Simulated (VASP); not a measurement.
# H (I4/mmm) in VASP: a series of runs, part 2 of 2

VASP 6.6.1.

### Step 6. Single point, PBE

File INCAR:

```
SYSTEM = H
PREC = Accurate
ENCUT = 450
EDIFF = 1E-6
ISMEAR = 1
SIGMA = 0.2
LREAL = .False.
LASPH = .True.
NELM = 100
ALGO = Normal
ISIF = 2
LWAVE = .False.
LCHARG = .False.
GGA = PE
NBANDS = 8
ADDGRID = .False.
```

File KPOINTS:

```
regular mesh
0
Gamma
  3 3 3
  0 0 0
```

File POSCAR:

```
H
1.0
   -1.6915344700      1.6915344700      2.0584739900
    1.6915344700     -1.6915344700      2.0584739900
    1.6915344700      1.6915344700     -2.0584739900
H
2
Direct
    0.0901377100      0.0901377100      0.0000000000
    0.9098622900      0.9098622900      0.0000000000
```

Potentials or basis: VASP PAW PBE potentials, release 64 (H).

Started as:

```bash
cat potpaw_PBE.64/H/POTCAR > POTCAR
mpirun -np 1 vasp_std > vasp.out
```

OUTCAR:

```text
SYSTEM = H
   PREC = Accurate
   ENCUT = 450
   EDIFF = 1E-6
   ISMEAR = 1
   LREAL = .False.
   LASPH = .True.
   NELM = 100
   ISIF = 2
   GGA = PE

 Found      6 irreducible k-points:

 Following reciprocal coordinates:
            Coordinates               Weight
  0.000000  0.000000  0.000000      1.000000
  0.333333 -0.000000  0.000000      8.000000
  0.333333  0.333333  0.000000      8.000000
 -0.333333  0.333333  0.000000      4.000000
 -0.333333  0.333333  0.333333      4.000000
 -0.333333 -0.333333  0.333333      2.000000
   k-points           NKPTS =      6   k-points in BZ     NKDIM =      6   number of bands    NBANDS=      8
   number of dos      NEDOS =    301   number of ions     NIONS =      2
   total plane-waves  NPLWV =  13824
   dimension x,y,z NGX =    24 NGY =   24 NGZ =   24
   dimension x,y,z NGXF=    48 NGYF=   48 NGZF=   48
   ions per type =               2
   NGX,Y,Z   is equivalent  to a cutoff of  12.64, 12.64, 12.64 a.u.
   NGXF,Y,Z  is equivalent  to a cutoff of  25.29, 25.29, 25.29 a.u.
 SYSTEM =  H
   PREC   = accura    normal or accurate (medium, high low for compatibility)
   ISTART =      0    job   : 0-new  1-cont  2-samecut
   ICHARG =      2    charge: 1-file 2-atom 10-const
   ISPIN  =      1    spin polarized calculation?
   LNONCOLLINEAR =      F non collinear calculations
   LSORBIT =      F    spin-orbit coupling
   LASPH  =      T    aspherical Exc in radial PAW
   ENCUT  =  450.0 eV  33.07 Ry    5.75 a.u.   5.46  5.46  5.46*2*pi/ulx,y,z
   NELM   =    100;   NELMIN=  2; NELMDL= -5     # of ELM steps
   EDIFF  = 0.1E-05   stopping-criterion for ELM
   LREAL  =      F    real-space projection
   EDIFFG = 0.1E-04   stopping-criterion for IOM
   NSW    =      0    number of steps for IOM
   IBRION =     -1    ionic relax: 0-MD 1-quasi-New 2-CG
   NFREE  =      0    steps in history (QN), initial steepest desc. (CG)
   ISIF   =      2    stress and relaxation
   ISYM   =      2    0-nonsym 1-usesym 2-fastsym
   POTIM  = 0.5000    time-step for ionic-motion
   TEBEG  =    0.0;   TEEND  =   0.0 temperature during run
   PSTRESS=    0.0 pullay stress
   NELECT =       2.0000    total number of electrons
   NUPDOWN=      -1.0000    fix difference up-down
   EMIN   =  10.00;   EMAX   =-10.00  energy-range for DOS
   EFERMI =   0.00;   METHOD = LEGACY
   ISMEAR =     1;   SIGMA  =   0.20  broadening in eV -4-tet -1-fermi 0-gaus
   EFERMI_NEDOS =   21; number of points for ismear=-14 and -15
   IALGO  =     38    algorithm
   IMIX   =      4    mixing-type and parameters
     AMIX     =   0.40;   BMIX     =  1.00
     AMIX_MAG =   1.60;   BMIX_MAG =  1.00
  volume/ion in A,a.u.               =      11.78        79.49
  Fermi-wavevector in a.u.,A,eV,Ry     =   0.719497  1.359653  7.043413  0.517676
  Thomas-Fermi vector in A             =   1.808708
   LORBIT       =      0    0 simple, 1 ext, 2 COOP (PROOUT), +10 PAW based schemes
   GGA     = PE    functional components
   LHFCALC =     F    Hartree Fock is set to
   AEXX    =    0.0000 exact exchange contribution
   IVDW    =     0    specifies the selected vdW correction
   LEPSILON=     F    determine dielectric tensor
   LRPA    =     F    only Hartree local field effects (RPA)
 non-spin polarized calculation
 Methfessel and Paxton  Order N= 1 SIGMA  =   0.20
  energy-cutoff  :      450.00
  volume of cell :       23.56
 maximum number of plane-waves:       516
 NGX is ok and might be reduce to    24
   NGX = 11   NGY = 11   NGZ = 11

 number of electron       2.0000000 magnetization

 Free energy of the ion-electron system (eV)
  ---------------------------------------------------
  ext. energy  EPLUGINS =         0.00000000
  ---------------------------------------------------
  free energy    TOTEN  =        -6.77595948 eV

  energy without entropy =       -6.78272396  energy(sigma->0) =       -6.77821431

 E-fermi :  -8.4353     XC(G=0):  -5.3470

 val. band max:       -8.5562529042   @ k =  -0.3333   0.3333   0.3333
 cond. band min:       1.7187755001   @ k =  -0.3333  -0.3333   0.3333
 fundamental gap:     10.2750284043
 Fermi energy:        -8.4352600105

 k-point     1 :       0.0000    0.0000    0.0000
  band No.  band energies     occupation
      1     -10.5264      2.00000
      2       5.4447      0.00000
      3       8.9319      0.00000
      4      15.3774      0.00000
      5      15.3774      0.00000
      6      17.4473      0.00000
      7      17.4473      0.00000
      8      18.9862      0.00000

 k-point     2 :       0.3333   -0.0000    0.0000
  band No.  band energies     occupation
      1      -9.4363      2.00000
      2       1.8579      0.00000
      3       9.2732      0.00000
      4      10.8935      0.00000
      5      12.5772      0.00000
      6      15.8227      0.00000
      7      17.2485      0.00000
      8      19.8246      0.00000

 k-point     3 :       0.3333    0.3333    0.0000
  band No.  band energies     occupation
      1      -8.6801      2.07092
      2       2.2217      0.00000
      3       4.2422      0.00000
      4       9.3695      0.00000
      5      11.3627      0.00000
      6      17.9885      0.00000
      7      20.7680      0.00000
      8      21.6585      0.00000

 k-point     4 :      -0.3333    0.3333    0.0000
  band No.  band energies     occupation
      1      -9.2793      2.00000
      2       3.2110      0.00000
      3       6.4540      0.00000
      4       9.8169      0.00000
      5      11.5445      0.00000
      6      12.5262      0.00000
      7      20.4531      0.00000
      8      23.4325      0.00000

 k-point     5 :      -0.3333    0.3333    0.3333
  band No.  band energies     occupation
      1      -8.5563      1.84446
      2       3.2497      0.00000
      3       3.7808      0.00000
      4       9.3810      0.00000
      5       9.7039      0.00000
      6      17.9321      0.00000
      7      19.4159      0.00000
      8      19.7491      0.00000

 k-point     6 :      -0.3333   -0.3333    0.3333
  band No.  band energies     occupation
      1      -8.7991      2.02742
      2       1.7188      0.00000
      3       8.9485      0.00000
      4       8.9485      0.00000
      5      10.9104      0.00000
      6      11.3120      0.00000
      7      18.1644      0.00000
      8      24.5161      0.00000

------------------------ aborting loop because EDIFF is reached ----------------------------------------

  FORCE on cell =-STRESS in cart. coord.  units (eV):
  Direction    XX          YY          ZZ          XY          YZ          ZX
  --------------------------------------------------------------------------------------
  -------------------------------------------------------------------------------------
  Total       -0.0284995     -0.0284995      0.1730675      0.0000000     -0.0000000      0.0000000
  in kB       -1.9381233     -1.9381233     11.7695259      0.0000000     -0.0000000      0.0000000
  external PRESSURE =       2.6310931 kB  Pullay stress =       0.0000000 kB

 VOLUME and BASIS-vectors are now :
 -----------------------------------------------------------------------------
  energy-cutoff  :      450.00
  volume of cell :       23.56
      direct lattice vectors                 reciprocal lattice vectors
    -1.691534470  1.691534470  2.058473990     0.000000000  0.295589602  0.242898381
     1.691534470 -1.691534470  2.058473990     0.295589602  0.000000000  0.242898381
     1.691534470  1.691534470 -2.058473990     0.295589602  0.295589602  0.000000000

 POSITION                                       TOTAL-FORCE (eV/Angst)
 -----------------------------------------------------------------------------------
      0.00000      0.00000      0.37109        -0.000000     -0.000000      0.293343
      0.00000      0.00000      3.74586         0.000000      0.000000     -0.293343
 -----------------------------------------------------------------------------------
    total drift:                               -0.000000      0.000000      0.000000

  FREE ENERGIE OF THE ION-ELECTRON SYSTEM (eV)
  ---------------------------------------------------
  free  energy   TOTEN  =        -6.7759594768 eV

  energy  without entropy=       -6.7827239616  energy(sigma->0) =       -6.77821431
```

Wall time 2.9 s (1 thread of Intel Xeon Platinum 8259CL at 2.50GHz (Skylake/Cascade Lake), shared host); peak memory 0.12 GiB.

The run converged, but some of its settings lie outside the range that counts as converged, so its numbers aren't taken as properties of the crystal.

Results:

```
Free energy            : -6.7760 eV
Pressure               : 0.3 GPa
Largest force          : 0.293 eV/Å
Band gap on the k mesh : 10.28 eV, indirect (least direct gap 10.52 eV)
```

Caveat: the k mesh is coarse (spacing up to 0.88 Å⁻¹), so the values aren't converged; an odd mesh through Γ misses points on the zone boundary, where band edges often lie.

### Step 7. For comparison

An earlier run on the cell as given: functional PBE; potentials or basis VASP PAW PBE potentials, release 64 (H); cutoff 520 eV; k mesh 11 × 11 × 11; occupations fermi-dirac, width 0.05 eV; no spin polarisation.

- Pressure: 0.6 GPa
- Largest force: 0.264 eV/Å
- Band gap on the k mesh: 9.05 eV, indirect (least direct gap 9.84 eV)
